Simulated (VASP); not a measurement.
# Bi: restarted molecular dynamics, 2 variants

Bi, Cmce (no. 64), 16 atoms in the cell. PBE, molecular dynamics; PAW potentials Bi (PBE set).

| Restart from | Temperature at the end (K) | The same without a restart (K) | Potential energy at the end (eV/atom) | The same without a restart (eV/atom) | Electronic steps in the first step after the restart | Time (s) |
|---|---|---|---|---|---|---|
| CONTCAR with velocities, WAVECAR read | 598.0 | 598.0 | -3.74067 | -3.74067 | 4 | 295 |
| CONTCAR with velocities, no WAVECAR | 598.0 | 598.0 | -3.74067 | -3.74067 | 16 | 299 |

Limits: 240 fs of 16 atoms are too short for converged averages.

## Input of the first row

INCAR.step1:
```
SYSTEM = Bi
GGA      = PE             ! functional
PREC     = Normal         ! precision mode
ENCUT    = 200            ! plane-wave cutoff, eV
EDIFF    = 1E-6           ! SCF threshold, eV
NELMIN   = 4            
NELM     = 60             ! most SCF steps
ALGO     = Fast           ! electronic algorithm
LREAL    = Auto         
LASPH    = .TRUE.         ! aspherical terms in the spheres
ISMEAR   = -1             ! smearing method
SIGMA    = 0.05           ! smearing width, eV
ISYM     = 0            
LWAVE    = .TRUE.         ! write WAVECAR
LCHARG   = .FALSE.        ! write CHGCAR
IBRION   = 0              ! ionic algorithm
NSW      = 30             ! ionic steps
POTIM    = 4.0            ! step
TEBEG    = 1000         
ISIF     = 2              ! what is computed and relaxed
RANDOM_SEED= 944800 0 0   
MDALGO   = 1            
ANDERSEN_PROB= 0.0          
KPAR     = 2             
```

INCAR.step2, as INCAR.step1 but for:
```
- LWAVE = .TRUE.
+ LWAVE = .FALSE.
```

KPOINTS:
```
k-points
0
Monkhorst-Pack
  1 2 2
```

POSCAR.step1:
```
Bi
1.0
   11.0801240000      0.0000000000      0.0000000000
    0.0000000000      6.8081110000      0.0000000000
    0.0000000000      0.0000000000      6.9039310000
Bi
16
Direct
    0.5000000000      0.3331130000      0.6669670000
    0.5000000000      0.6668870000      0.3330330000
    0.5000000000      0.1668870000      0.1669670000
    0.5000000000      0.8331130000      0.8330330000
    0.7960040000      0.0000000000      0.0000000000
    0.2960040000      0.0000000000      0.5000000000
    0.2039960000      0.0000000000      0.0000000000
    0.7039960000      0.0000000000      0.5000000000
    0.0000000000      0.8331130000      0.6669670000
    0.0000000000      0.1668870000      0.3330330000
    0.0000000000      0.6668870000      0.1669670000
    0.0000000000      0.3331130000      0.8330330000
    0.2960040000      0.5000000000      0.0000000000
    0.7960040000      0.5000000000      0.5000000000
    0.7039960000      0.5000000000      0.0000000000
    0.2039960000      0.5000000000      0.5000000000
```

Commands (each step's output is kept before the next begins):
```
cat potpaw_PBE.64/Bi/POTCAR > POTCAR
cp INCAR.step1 INCAR
cp POSCAR.step1 POSCAR
mpirun -np 2 vasp_std > vasp.out
cp CONTCAR POSCAR
cp INCAR.step2 INCAR
mpirun -np 2 vasp_std > vasp.out
```

Changes of the last row against the first:
```
(step 1)
- LWAVE = True
+ LWAVE = False
```

VASP 6.6.1 took 295 s on 2 cores (Intel Xeon Platinum 8488C (Sapphire Rapids)), a shared host.
